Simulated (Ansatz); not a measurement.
MgF$_{2}$ (rutile), relaxed with HSE06 (Ansatz, an electronic-structure program, plane waves, PAW): a = 4.640 Å, b = 4.640 Å, c = 3.055 Å, α = 90.00°, β = 90.00°, γ = 90.00°.

- gap (eV): 9.40
- B₀ by P(V) fit (GPa): 99.6

**Question.** The same phase is relaxed and computed with LDA in the same code. What are the cell and these values now?

**Answer.** a = b = 4.5551 Å, c = 3.0125 Å, α = β = γ = 90.00°.

- gap (eV) = 7.09
- B₀ by P(V) fit (GPa) = 112

All cells were relaxed under the symmetry of their starts (and spin orders); stability against distortions was not tested throughout.

Potentials: the later of the program's two PAW sets.

Ansatz is a plane-wave DFT program.
